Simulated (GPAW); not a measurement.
# Ti (P6_3/mmc) in GPAW: further runs, part 2 of 2

GPAW 26.7.0. Earlier steps stand in the parts before.

## Step 4: Single point, vdW-DF-cx

run.py

```python
from ase.dft.bandgap import bandgap
from ase.io import read, write
from gpaw import GPAW, PW

atoms = read('POSCAR')

calc = GPAW(mode=PW(600),
            xc={'name': 'vdW-DF-cx', 'backend': 'libvdwxc'},
            kpts={'size': (10, 10, 6), 'gamma': True},
            occupations={'name': 'fermi-dirac', 'width': 0.05},
            nbands=24,
            convergence={'density': 1e-05, 'energy': 1e-05},
            maxiter=150,
            txt='gpaw.txt')
atoms.calc = calc
energy = atoms.get_potential_energy()
forces = atoms.get_forces()
calc.write('gs.gpw')
write('result.traj', atoms)
print(f'Energy: {energy:.6f} eV')
print('Forces (eV/A):')
print(forces.round(4))
print('Fermi level:', round(calc.get_fermi_level(), 4), 'eV')
print(f'Gap: {bandgap(calc)[0]:.4f} eV, direct: {bandgap(calc, direct=True)[0]:.4f} eV')
```

POSCAR

```
Ti
1.0
    2.9500000000      0.0000000000      0.0000000000
   -1.4750000000      2.5547749412      0.0000000000
    0.0000000000      0.0000000000      4.6800000000
Ti
2
Direct
    0.6666666667      0.3333333333      0.7500000000
    0.3333333333      0.6666666667      0.2500000000
```

On the command line:

```console
$ OMP_NUM_THREADS=1 python run.py
```

Run time: 41 s. Hardware: 1 thread of Arm Neoverse V1, shared host; peak memory 0.19 GiB.

Results (log left out):

```yaml
Free_energy: 16.1176 eV
Band_gap_on_the_k_mesh: none (metal or under the smearing width)
```

Levels at points of the mesh, in eV from the Fermi level:
```csv
k point,band 8,band 9,band 10,band 11,band 12,band 13,band 14,band 15,band 16,band 17
"(0.00, 0.00, 0.00)",-32.64,-6.10,-2.62,0.74,0.77,0.77,0.86,1.25,1.25,1.61
"(0.00, 0.00, 0.50)",-32.69,-4.27,-4.27,0.08,0.08,0.68,0.68,0.68,0.68,2.74
"(0.50, 0.50, 0.00)",-32.71,-2.29,-2.10,-1.79,-0.62,0.49,0.62,1.15,3.28,3.49
"(0.50, 0.50, 0.50)",-32.79,-2.47,-2.47,-0.79,-0.79,1.30,1.30,1.71,1.71,3.41
```

Caveat: the PAW data sets were made with another functional, which shifts forces and pressure a little.

## Step 5: Single point, BLYP

Changes to run.py since step 4:

```diff
@@ -2,3 +2,6 @@
 from ase.io import read, write
-from gpaw import GPAW, PW
+from ase.units import GPa
+from gpaw import GPAW, PW, setup_paths
+
+setup_paths.insert(0, '.')
 
@@ -7,3 +10,3 @@
 calc = GPAW(mode=PW(600),
-            xc={'name': 'vdW-DF-cx', 'backend': 'libvdwxc'},
+            xc='BLYP',
             kpts={'size': (10, 10, 6), 'gamma': True},
@@ -12,2 +15,3 @@
             convergence={'density': 1e-05, 'energy': 1e-05},
+            eigensolver='davidson',
             maxiter=150,
@@ -17,2 +21,3 @@
 forces = atoms.get_forces()
+stress = atoms.get_stress()
 calc.write('gs.gpw')
@@ -22,2 +27,3 @@
 print(forces.round(4))
+print('Stress (GPa):', (stress / GPa).round(3))
 print('Fermi level:', round(calc.get_fermi_level(), 4), 'eV')
```

POSCAR is that of step 4.

Potentials or basis: PAW data sets generated in the run's folder for this functional, pw.

On the command line:

```console
$ gpaw-setup -f BLYP Ti
$ OMP_NUM_THREADS=1 python run.py
```

gpaw.txt:

```text
__  _  _
 | _ |_)|_||  |
 |__||  | ||/\| - 26.7.0

Input parameters:
  mode=PW(ecut=600.0),
  convergence={'density': 1e-05, 'energy': 1e-05},
  eigensolver=Davidson(niter=2),
  kpts=MonkhorstPack(size=(10, 10, 6), gamma=True),
  maxiter=150,
  nbands=24,
  occupations=Occupations(name='fermi-dirac', width=0.05),
  xc=XC(name='BLYP')

Diagonalizing LCAO Hamiltonian
Converting LCAO to pw mode

          Ti

        Ti

Atoms  # Å, Bohr magnetons
|   | symbol |         x |        y |        z |    initial magnetic moments |
|---|--------|-----------|----------|----------|-----------------------------|
| 0 |     Ti |  1.475000 | 0.851592 | 3.510000 | ( 0.0000,  0.0000,  0.0000) |
| 1 |     Ti | -0.000000 | 1.703183 | 1.170000 | ( 0.0000,  0.0000,  0.0000) |

Unit cell  # Å
| periodic |         x |        y |        z |  lengths |     angles |
|----------|-----------|----------|----------|----------|------------|
|      yes |  2.950000 | 0.000000 | 0.000000 | 2.950000 |  90.000000 |
|      yes | -1.475000 | 2.554775 | 0.000000 | 2.950000 |  90.000000 |
|      yes |  0.000000 | 0.000000 | 4.680000 | 4.680000 | 120.000000 |

Number of symmetries: 12
Symmetry operations  # r_c * U_cc + t_c -> r_c
|    | kind |            matrix            |
|----|------|------------------------------|
|  0 |  σ   |  1, 1, 0,  0,-1, 0,  0, 0, 1 |
|  1 |  S6  |  1, 1, 0, -1, 0, 0,  0, 0,-1 |
|  2 |  E   |  1, 0, 0,  0, 1, 0,  0, 0, 1 |
|  3 |  C2  |  1, 0, 0, -1,-1, 0,  0, 0,-1 |
|  4 |  C2  |  0, 1, 0,  1, 0, 0,  0, 0,-1 |
|  5 |  C3  |  0, 1, 0, -1,-1, 0,  0, 0, 1 |
|  6 |  S6  |  0,-1, 0,  1, 1, 0,  0, 0,-1 |
|  7 |  σ   |  0,-1, 0, -1, 0, 0,  0, 0, 1 |
|  8 |  σ   | -1, 0, 0,  1, 1, 0,  0, 0, 1 |
|  9 |  i   | -1, 0, 0,  0,-1, 0,  0, 0,-1 |
| 10 |  C3  | -1,-1, 0,  1, 0, 0,  0, 0, 1 |
| 11 |  C2  | -1,-1, 0,  0, 1, 0,  0, 0,-1 |

BZ-sampling:
  Number of BZ points: 600
  Number of IBZ points: 72

  Monkhorst-Pack size: [10, 10, 6]
  Monkhorst-Pack shift: [0.05, 0.05, 0.08333333333333333]

K-points  # in reciprocal-cell coordinates
|     |                                coordinates |     weight |
|-----|--------------------------------------------|------------|
|   0 | (  0.00000000,   0.00000000,   0.00000000) | 0.00166667 |
|   1 | (  0.00000000,   0.00000000,   0.16666667) | 0.00333333 |
|   2 | (  0.00000000,   0.00000000,   0.33333333) | 0.00333333 |
|   3 | (  0.00000000,   0.00000000,   0.50000000) | 0.00166667 |
|   4 | (  0.10000000,   0.00000000,  -0.33333333) | 0.01000000 |
|   5 | (  0.10000000,   0.00000000,  -0.16666667) | 0.01000000 |
|   6 | (  0.10000000,   0.00000000,   0.00000000) | 0.01000000 |
|   7 | (  0.10000000,   0.00000000,   0.16666667) | 0.01000000 |
|   8 | (  0.10000000,   0.00000000,   0.33333333) | 0.01000000 |
|   9 | (  0.10000000,   0.00000000,   0.50000000) | 0.01000000 |
| ... |                                            |            |
|  71 | (  0.50000000,   0.50000000,   0.50000000) | 0.00500000 |

Plane wave coefficients: 1194
Cutoff: 600.0 eV

Spin-components: 1 (collinear spins)
Bands:           24
Projectors:      12
Spin-degeneracy: 2
Datatype:        complex128

Parallelization:
  kpt:    1
  domain: 1
  band:   1

Density:
  Valence electrons: 24.0
  Components: 1
  Grid points: [18 18 27]
  Charge: 0.0  # |e|

Potential:
  Grid points: [18 18 27]

species:
  Ti:
    name:    Titanium
    Z:       22.0
    valence: 12
    core:    10
    charge:  0.0  # [|e|]
    compensation charges:
      type: gauss
      rc: 0.38  # [Å]
      lmax: 2
    cutoffs:
      filter: 2.23  # [Å]
      core: 1.02  # [Å]
    projectors
    | kind |    occ | energy [eV] | rcut [Å] |
    |------|--------|-------------|----------|
    |   3s |  2.000 |     -62.322 |    1.270 |
    |   4s |  2.000 |      -4.336 |    1.270 |
    |   3p |  6.000 |     -38.633 |    1.058 |
    |   4p |  0.000 |      -1.339 |    1.058 |
    |   3d |  2.000 |      -4.136 |    1.058 |
    |    d |        |      23.076 |    1.058 |

    Using partial waves for Ti as LCAO basis

Reference energy: -46462.645322  # eV

eigensolver:
  Davidson
  Converge bands: occupied
  niter=2

density mixing:
  MSR1-Mixer
  Pratt-step length: 0.05
  Maximum mixing coefficient: 0.75
  Old densities: 10
  SVD Regularization: 0.005
  Good broyden scale: 1.0
  Trust region scale: 1.0
  Backstep threshold: 4.0
  History deletion threshold: 6.0
  Fourier metric: weight=20.0, sigma=0.015

occupation numbers:
  Fermi-Dirac:
    width: 0.0500  # eV

poisson solver:
  ecut: 4800.0  # eV

xc functional:
  name: BLYP with 2 nearest neighbor stencil

convergence criteria:
- Maximum integral of absolute [dens]ity change: 1e-05 electrons / valence electron
- Maximum [total energy] change in last 3 cyles: 1e-05 eV / valence electron
- Maximum integral of absolute [eigenst]ate change: 4e-08 eV^2 / valence electron
maximum number of iterations: 150

SCF iterations
|iter     | |      energy | eigst |  dens |
|---------|-|-------------|-------|-------|
|iter:   1| |  -11.436603 | -0.08 |       |
|iter:   2| |  -11.386961 | -1.88 | -1.34 |
|iter:   3| |  -11.281747 | -1.15 | -1.37 |
|iter:   4| |  -11.200744 | -2.40 | -1.69 |
|iter:   5| |  -11.204076 | -2.77 | -2.14 |
|iter:   6| |  -11.204201 | -4.18 | -3.18 |
|iter:   7| |  -11.204234c| -5.42 | -3.52 |
|iter:   8| |  -11.204237c| -6.26 | -3.95 |
|iter:   9| |  -11.204238c| -6.83 | -4.33 |
|iter:  10| |  -11.204237c| -8.65c| -4.97 |
|iter:  11| |  -11.204237c| -9.51c| -5.51c|

Converged in 11 steps
Energy contributions relative to reference atoms: (reference = -46462.645322)

Energy contributions:
  Kinetic:          12.735922
  Coulomb:         -11.921505
  Zero:             -0.059552
  External:          0.000000
  Xc:              -11.948890
  Entropy:          -0.020426
  Spinorbit:         0.000000
  ----------------------------
  Free energy:     -11.214450
  Extrapolated:    -11.204237

dipole moment: (0.000000, 0.000000, 0.000000)  # |e|*Ang

Fermi level: 8.813
Eigenvalues  # (at kpt = [0.000, 0.000, 0.000])
| band index |      eig [eV] | occ [0-2] |
|------------|---------------|-----------|
|          0 |       -47.915 |     2.000 |
|        ... |               |           |
|          2 |       -24.599 |     2.000 |
|          3 |       -23.981 |     2.000 |
|          4 |       -23.981 |     2.000 |
|          5 |       -23.923 |     2.000 |
|          6 |       -23.885 |     2.000 |
|          7 |       -23.885 |     2.000 |
[... 8 lines left out ...]
|         16 |        10.374 |     0.000 |
|         17 |        10.374 |     0.000 |
|        ... |               |           |
|         23 |        26.248 |     0.000 |

No gap
No difference between direct/indirect transitions

Forces  # eV/Ang
|       x |       y |        z |
|---------|---------|----------|
| 0.00000 | 0.00000 |  0.00005 |  # Ti   0
| 0.00000 | 0.00000 | -0.00005 |  # Ti   1

Stress tensor  # eV/Ang^3
|         x |         y |        z |
|-----------|-----------|----------|
| -0.003443 |  0.000000 | 0.000000 |
|  0.000000 | -0.003443 | 0.000000 |
|  0.000000 |  0.000000 | 0.000687 |

# Writing to gs.gpw (mode='')
```

Run time: 41 s. Hardware: 1 thread of Arm Neoverse V1, shared host; peak memory 0.18 GiB.

What came out:

- Free energy: -11.2145 eV
- Pressure: 0.3 GPa
- Band gap on the k mesh: none (metal or under the smearing width)

Stress tensor (GPa, compression positive):
```
 0.55  0.00  0.00
 0.00  0.55  0.00
 0.00  0.00 -0.11
```

## Step 6: The runs side by side

```tsv
level	potentials or basis	eigensolver	gap on the mesh (eV)	pressure (GPa)
LDA	the program's PAW data sets (release 1.2.1) made for this functional, pw	-	none	-10.3
PBE	GPAW PAW data sets (gpaw-data 1.2.1), pw	-	none	-2.0
vdW-DF-cx	GPAW PAW data sets (gpaw-data 1.2.1), pw	-	none	-
BLYP	PAW data sets generated in the run's folder for this functional, pw	davidson	none	0.3
```

Alike in all rows: task single point; no spin polarisation; cell as given; k mesh 10 × 10 × 6; cutoff (eV) 600; smearing fermi-dirac 0.05 eV.

Caveats: the PAW data sets were made with another functional, which shifts forces and pressure a little (some runs).

Total energies depend on the potentials used, so only differences within one code and one set of settings carry meaning.
